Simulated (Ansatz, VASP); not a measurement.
## One calculation of Al, two programs

```
CELL_PARAMETERS angstrom
-2.80357 0.00000 0.00000
-1.40179 -2.42796 0.00000
0.00000 0.00000 14.02527
ATOMIC_POSITIONS crystal
Al 0.66667 0.66667 0.25000
Al 0.66667 0.66667 0.58333
Al 0.66667 0.66667 0.91667
Al 0.33333 0.33333 0.08333
Al 0.33333 0.33333 0.41667
Al 0.33333 0.33333 0.75000
```

Alike in both runs: task single point; functional PBE; dispersion D3(BJ); k mesh 18 × 18 × 3; occupations gaussian, width 0.15 eV; no spin polarisation.

|  | VASP | Ansatz |
| --- | --- | --- |
| version | VASP 6.6.1 | Ansatz 0.2.0 |
| potentials or method | VASP PAW PBE potentials, release 64 (Al) | scalar-relativistic, plane waves, PAW |
| plane-wave cutoff (eV) | 520 | 420 |
| valence electrons in the cell | 18 | 18 |

```tsv
	VASP	Ansatz	Ansatz less VASP
gap on the k mesh at the Fermi level (eV)	none	none	-
pressure (GPa)	0.0	0.0	0.00
largest component of the traceless stress (GPa)	1.35	1.36	+0.005
```

A gap of «none» marks a metal or a gap that the smearing closes.

Caveats: pairwise dispersion overbinds metals, which lowers pressure and volume.
